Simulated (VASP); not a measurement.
## ZnS: single point with PBE

The system is ZnS.

```xyz
4
Lattice="3.8456 0.0000 0.0000 -1.9228 3.3304 0.0000 0.0000 0.0000 6.3037" Properties=species:S:1:pos:R:3 pbc="T T T"
Zn   -0.0653    2.2855    0.0328
Zn    1.9881    1.0448    3.1846
S     0.0528    2.1675    2.3942
S     1.8700    1.1629    5.5460
```

The cell isn't the ideal one: mode 4 frozen in at -0.065 Å and mode 5 at +0.065 Å (largest displacements).

```json
{"Program": "VASP 6.6.1", "Task": "single point", "Functional": "PBE", "Potentials or basis": "VASP PAW PBE potentials, release 64 (Zn, S)", "Cutoff": "520 eV", "k mesh": "9 × 9 × 4", "Occupations": "gaussian, width 0.05 eV", "Spin": "no spin polarisation", "Dipole correction": "no", "Further INCAR settings": "ALGO = Fast; EDIFF = 1e-07; NBANDS = 26"}
```

| Quantity | Value |
| --- | --- |
| Pressure | 0.1 GPa |
| Largest force | 0.108 eV/Å |
| Band gap on the k mesh | 2.05 eV, direct |

Forces in eV/Å, atoms in the order of the input:
```
Zn   0.072 -0.078  0.020
Zn  -0.072  0.078  0.020
S   -0.034  0.031 -0.020
S    0.034 -0.031 -0.020
```

Stress tensor (GPa, compression positive):
```
 0.25 -0.10  0.00
-0.10  0.00  0.00
 0.00  0.00  0.00
```

Levels at points of the mesh, in eV from the valence-band top:
| k point | band 15 | band 16 | band 17 | band 18 | band 19 | band 20 | band 21 | band 22 |
| --- | --- | --- | --- | --- | --- | --- | --- | --- |
| (0.00, 0.00, 0.00) | -0.85 | -0.09 | -0.06 | 0.00 | 2.05 | 3.03 | 6.15 | 6.47 |
| (0.00, 0.00, 0.50) | -0.49 | -0.49 | -0.45 | -0.45 | 3.45 | 3.45 | 6.60 | 6.60 |

It took 6.7 min on 1 thread of Intel(R) Xeon(R) Platinum 8488C (Sapphire Rapids), with other jobs on the host, peak memory 0.35 GiB.
